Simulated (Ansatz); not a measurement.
Born–Oppenheimer molecular dynamics of a periodic cell of 36 atoms, Be (start crystal Be, start structure hcp, volume 1.05 times the crystal's). It goes on from the last frame of an earlier run, with new velocities.

Level of theory: Ansatz 0.2.0, DFT PBE, scalar-relativistic, plane waves, PAW. Settings: cutoff 420 eV, k mesh 2x2x2, fermi-dirac smearing 0.36 eV, no spin polarisation.

```
ensemble        : NVT, Langevin thermostat
time step       : 0.75 fs
steps asked     : 90
set temperature : 2520 K
friction        : 0.02 /fs
seed            : 561345
```

First frame:

```xyz
36
Lattice="6.9826 0.0000 0.0000 -3.4913 6.0471 0.0000 0.0000 0.0000 7.2945" Properties=species:S:1:pos:R:3
Be 0.268 -0.296 0.231
Be 0.253 1.449 2.255
Be 0.031 0.036 3.795
Be 0.489 1.030 6.105
Be -1.236 1.621 0.290
Be -1.447 3.511 1.385
Be -0.786 1.837 4.175
Be -1.905 2.835 5.076
Be -2.279 4.157 -0.355
Be -1.842 5.670 1.622
Be -1.959 3.977 3.200
Be -2.203 5.200 5.328
Be 2.348 -0.161 -0.081
Be 2.676 1.243 1.774
Be 2.269 -0.440 3.740
Be 2.588 0.541 5.518
Be 0.999 2.725 -0.094
Be 1.856 3.385 2.123
Be 1.458 1.762 3.737
Be 0.853 2.619 5.115
Be -0.573 3.886 -0.765
Be 0.231 5.704 1.456
Be -0.081 3.783 4.085
Be 0.875 5.192 5.468
Be 5.161 -0.654 0.193
Be 5.052 1.577 2.211
Be 4.755 -0.183 3.660
Be 4.563 1.164 5.671
Be 3.854 2.399 0.714
Be 3.935 4.027 1.679
Be 3.481 2.058 3.374
Be 2.906 2.599 5.633
Be 2.662 3.684 0.122
Be 2.184 5.691 1.957
Be 2.236 4.125 3.651
Be 2.501 5.886 5.231
```

Question: What does the run give?

Answer: All steps were run.

- steps done: 90
- time covered: 67.5 fs
- mean temperature over the second half: 2640 K
- spread of the potential energy over the second half: 37.0 meV per atom
- mean potential energy of the second half above the start: -67.3 meV per atom

A run of 0.068 ps of so small a system gives no equilibrium averages. Limits of this set-up: coarse k mesh.

Question: What happens to the structure?

Answer: Mean squared displacements from the first frame to the last, about the centre of mass: Be 0.51 Å². The details hang on the random start.

Question: How do temperature and energy run in time?

Answer: 
```json
{"time (fs)": "0.0", "T (K)": "2450", "potential energy less start (eV)": "0.000"}
{"time (fs)": "2.2", "T (K)": "2677", "potential energy less start (eV)": "-1.231"}
{"time (fs)": "4.5", "T (K)": "3077", "potential energy less start (eV)": "-2.550"}
{"time (fs)": "6.8", "T (K)": "3156", "potential energy less start (eV)": "-3.673"}
{"time (fs)": "9.0", "T (K)": "3206", "potential energy less start (eV)": "-4.233"}
{"time (fs)": "11.2", "T (K)": "3221", "potential energy less start (eV)": "-3.701"}
{"time (fs)": "13.5", "T (K)": "2763", "potential energy less start (eV)": "-2.096"}
{"time (fs)": "15.8", "T (K)": "2467", "potential energy less start (eV)": "-0.004"}
{"time (fs)": "18.0", "T (K)": "2035", "potential energy less start (eV)": "1.733"}
{"time (fs)": "20.2", "T (K)": "2097", "potential energy less start (eV)": "1.995"}
{"time (fs)": "22.5", "T (K)": "2465", "potential energy less start (eV)": "1.029"}
{"time (fs)": "24.8", "T (K)": "2776", "potential energy less start (eV)": "-0.787"}
{"time (fs)": "27.0", "T (K)": "3064", "potential energy less start (eV)": "-2.259"}
{"time (fs)": "29.2", "T (K)": "3028", "potential energy less start (eV)": "-2.845"}
{"time (fs)": "31.5", "T (K)": "2966", "potential energy less start (eV)": "-2.555"}
{"time (fs)": "33.8", "T (K)": "2550", "potential energy less start (eV)": "-1.869"}
{"time (fs)": "36.0", "T (K)": "2267", "potential energy less start (eV)": "-1.189"}
{"time (fs)": "38.2", "T (K)": "2144", "potential energy less start (eV)": "-0.655"}
{"time (fs)": "40.5", "T (K)": "2266", "potential energy less start (eV)": "-0.225"}
{"time (fs)": "42.8", "T (K)": "2286", "potential energy less start (eV)": "-0.365"}
{"time (fs)": "45.0", "T (K)": "2390", "potential energy less start (eV)": "-1.284"}
{"time (fs)": "47.2", "T (K)": "2590", "potential energy less start (eV)": "-2.445"}
{"time (fs)": "49.5", "T (K)": "2796", "potential energy less start (eV)": "-3.495"}
{"time (fs)": "51.8", "T (K)": "2880", "potential energy less start (eV)": "-4.183"}
{"time (fs)": "54.0", "T (K)": "2808", "potential energy less start (eV)": "-4.223"}
{"time (fs)": "56.2", "T (K)": "2690", "potential energy less start (eV)": "-3.624"}
{"time (fs)": "58.5", "T (K)": "2633", "potential energy less start (eV)": "-2.830"}
{"time (fs)": "60.8", "T (K)": "2686", "potential energy less start (eV)": "-2.470"}
{"time (fs)": "63.0", "T (K)": "3094", "potential energy less start (eV)": "-2.898"}
{"time (fs)": "65.2", "T (K)": "3372", "potential energy less start (eV)": "-3.576"}
{"time (fs)": "67.5", "T (K)": "3277", "potential energy less start (eV)": "-3.735"}
```

Run time: 12 min on 1 thread of Arm Neoverse V1 (shared host), peak memory 0.66 GiB.
